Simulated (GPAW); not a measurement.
# V: relaxation of cell and atoms with PBEsol

Crystal: V.

```xyz
1
Lattice="-1.5144 1.5144 1.5144 1.5144 -1.5144 1.5144 1.5144 1.5144 -1.5144" Properties=species:S:1:pos:R:3 pbc="T T T"
V     0.0000    0.0000    0.0000
```

```
Program             : GPAW 26.7.0
Task                : relaxation of cell and atoms
Functional          : PBEsol
Potentials or basis : PAW data sets generated in the run's folder for this functional
Cutoff              : 600 eV
Basis               : pw
k mesh              : 12 × 12 × 12
Occupations         : fermi-dirac, width 0.05 eV
Spin                : collinear spin, ferromagnetic start
Starting moments    : [2.0] μB
Target pressure     : 5 GPa
Maxiter             : 150
Optimizer           : BFGS
Fmax                : 0.02 eV/Å
Max steps           : 60
Target pressure     : 5 GPa
Convergence         : density=1e-05 forces=0.0001
```

```
Relaxed volume                                         : 12.73 Å³/atom
Relaxed cell                                           : a = 2.548 Å, b = 2.548 Å, c = 2.548 Å, α = 109.47°, β = 109.47°, γ = 109.47°
Space group after relaxing (to 0.05 Å)                 : Im-3m (No. 229)
Energy change on relaxing (the enthalpy is what falls) : -24.6 meV/atom
Ionic steps                                            : 4
Pressure after relaxing                                : 5.0 GPa
Band gap on the k mesh                                 : none (metal or under the smearing width)
Net moment                                             : 0.00 μB per cell
```

Step by step:
| step | energy change (eV) | largest force (eV/Å) | pressure (GPa) | volume (Å³) |
| --- | --- | --- | --- | --- |
| 1 | 0.0000 | 0.0000 | -10.72 | 13.89 |
| 2 | -0.0293 | 0.0000 | -0.76 | 13.10 |
| 3 | -0.0239 | 0.0000 | 5.38 | 12.70 |
| 4 | -0.0246 | 0.0000 | 4.99 | 12.73 |

Final structure:
```
V
1.0
    -1.47084    1.47084    1.47084
     1.47084   -1.47084    1.47084
     1.47084    1.47084   -1.47084
V
1
Direct
  0.00000 0.00000 0.00000
```

Levels at points of the mesh, in eV from the Fermi level:
Spin up:
| k point | band 3 | band 4 | band 5 | band 6 | band 7 | band 8 | band 9 | band 10 |
| --- | --- | --- | --- | --- | --- | --- | --- | --- |
| (0.00, 0.00, 0.00) | -36.73 | -36.73 | -6.68 | 0.44 | 0.44 | 0.44 | 2.57 | 2.57 |
| (0.50, 0.50, 0.00) | -37.07 | -36.74 | -3.33 | -1.22 | 1.85 | 2.60 | 2.97 | 4.49 |
| (0.50, 0.50, 0.50) | -37.46 | -37.46 | -3.23 | -3.23 | 4.05 | 4.05 | 4.05 | 10.75 |
Spin down:
| k point | band 4 | band 5 | band 6 | band 7 | band 8 | band 9 |
| --- | --- | --- | --- | --- | --- | --- |
| (0.00, 0.00, 0.00) | -36.73 | -6.68 | 0.44 | 0.44 | 0.44 | 2.57 |
| (0.50, 0.50, 0.00) | -36.74 | -3.33 | -1.22 | 1.85 | 2.60 | 2.97 |
| (0.50, 0.50, 0.50) | -37.46 | -3.23 | -3.23 | 4.05 | 4.05 | 4.05 |

It took 80 s on 1 thread of AMD EPYC 7R43 64-Core Processor (Zen 3), with other jobs on the host, peak memory 0.18 GiB.

Caveat: each step starts from the last one's moments, so a moment once lost doesn't come back; later steps reuse the first step's grids.
